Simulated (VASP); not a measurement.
Wanted: the native input for a VASP 6.6.1 run.

```
Task                   : single point
Functional             : PBE
Potentials or basis    : VASP PAW PBE potentials, release 64 (W_sv)
Cutoff                 : 520 eV
k mesh                 : 13 × 8 × 1
Occupations            : methfessel-paxton, width 0.1 eV
Spin                   : no spin polarisation
Dipole correction      : yes
Further INCAR settings : ALGO = Normal; EDIFF = 1e-07; NBANDS = 51
```

The structure of W lies in POSCAR:

```
W
1.0
    3.1846120000      0.0000000000      0.0000000000
   -1.5923060000      5.0353136900      0.0000000000
    0.0000000000      0.0000000000     20.0353136900
W
6
Direct
    0.3000000000      0.6000000000      0.3743390400
    0.6000000000      0.2000000000      0.4246034200
    0.9000000000      0.8000000000      0.4748678100
    0.2000000000      0.4000000000      0.5251321900
    0.5000000000      0.0000000000      0.5753965800
    0.8000000000      0.6000000000      0.6256609600
```

The slab is cut from a database's or a generator's crystal, which needn't be the stable form of the element.

The input as run:

INCAR

```
PREC     = Accurate       # precision mode
ENCUT    = 520            # plane-wave cutoff, eV
EDIFF    = 1E-7           # SCF threshold, eV
ISMEAR   = 1              # smearing method
SIGMA    = 0.1            # smearing width, eV
LREAL    = False          # projectors in reciprocal space
LASPH    = True           # aspherical terms in the spheres
NELM     = 80             # most SCF steps
ALGO     = Normal         # electronic algorithm
ISIF     = 2              # what is computed and relaxed
LWAVE    = False          # write WAVECAR
LCHARG   = False          # write CHGCAR
LDIPOL   = True         
IDIPOL   = 3            
DIPOL    = 0.5 0.5 0.500
GGA      = PE             # functional
NBANDS   = 51             # bands
LVHAR    = True         
LVACPOTAV= True         
ICORELEVEL= 1            
KPAR     = 4
```

KPOINTS

```
Automatic mesh
0
Gamma
  13 8 1
```

Potentials or basis: VASP PAW PBE potentials, release 64 (W_sv).

Command:

```console
$ cat potpaw_PBE.64/W_sv/POTCAR > POTCAR
$ mpirun -np 4 vasp_std > vasp.out
```

Results of the run:

- Largest force: 2.070 eV/Å
- Band gap on the k mesh: none (metal or under the smearing width)
- Work function of the upper face: 4.12 eV
- Work function of the lower face: 4.12 eV

Wall time 3.8 min on 4 MPI ranks on Intel(R) Xeon(R) 6975P-C (Granite Rapids) (shared host), peak memory 0.75 GiB a rank.
